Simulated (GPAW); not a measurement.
Set up this calculation in GPAW 26.7.0, as an ASE script.

| Quantity | Value |
| --- | --- |
| Task | band structure |
| Functional | PBE |
| Potentials or basis | GPAW PAW data sets (gpaw-data 1.2.1) |
| Basis | lcao:dzp |
| Grid spacing | 0.16 Å |
| k mesh | 6 × 6 × 6 |
| Occupations | fermi-dirac, width 0.05 eV |
| Spin | no spin polarisation |
| Maxiter | 150 |
| Band path | GXWKGLUWLK,UX |
| Band points | 60 |

The structure of GaSb lies in POSCAR:

```
GaSb
1.0
    0.0000000000      3.0590000000      3.0590000000
    3.0590000000      0.0000000000      3.0590000000
    3.0590000000      3.0590000000      0.0000000000
Sb Ga
1 1
Direct
    0.7500000000      0.7500000000      0.7500000000
    0.0000000000      0.0000000000      0.0000000000
```

These files were run (other wordings do the same):

run.py

```python
from ase.dft.bandgap import bandgap
from ase.io import read, write
from gpaw import GPAW

atoms = read('POSCAR')

calc = GPAW(mode='lcao',
            h=0.16,
            basis='dzp',
            xc='PBE',
            kpts={'size': (6, 6, 6), 'gamma': True},
            occupations={'name': 'fermi-dirac', 'width': 0.05},
            convergence={'density': 1e-05, 'energy': 1e-05},
            maxiter=150,
            txt='gpaw.txt')
atoms.calc = calc
energy = atoms.get_potential_energy()
forces = atoms.get_forces()
calc.write('gs.gpw')
write('result.traj', atoms)
print(f'Energy: {energy:.6f} eV')
print('Forces (eV/A):')
print(forces.round(4))
print('Fermi level:', round(calc.get_fermi_level(), 4), 'eV')
print(f'Gap: {bandgap(calc)[0]:.4f} eV, direct: {bandgap(calc, direct=True)[0]:.4f} eV')

path = atoms.cell.bandpath('GXWKGLUWLK,UX', npoints=60, eps=1e-4)
bs_calc = calc.fixed_density(kpts=path, symmetry='off', txt='bands.txt')
bs = bs_calc.band_structure()
bs.write('bs.json')
print(f'Gap on the path: {bandgap(bs_calc)[0]:.4f} eV')
```

Potentials or basis: GPAW PAW data sets (gpaw-data 1.2.1), lcao:dzp.

The run is started by

```sh
$ OMP_NUM_THREADS=1 python run.py
```

Results of the run:

```json
{
 "Band gap on the k mesh": "0.12 eV, direct",
 "Band gap along the path": "0.12 eV, direct"
}
```

Caveat: the real-space grid adds noise to forces; spin-orbit coupling is left out, which moves the levels of the heavy elements; the basis of atomic orbitals isn't converged, which shifts pressures, moduli and gaps.

Run time: 60 s on 1 thread of Arm Neoverse V2, with other jobs on the host, peak memory 0.24 GiB.
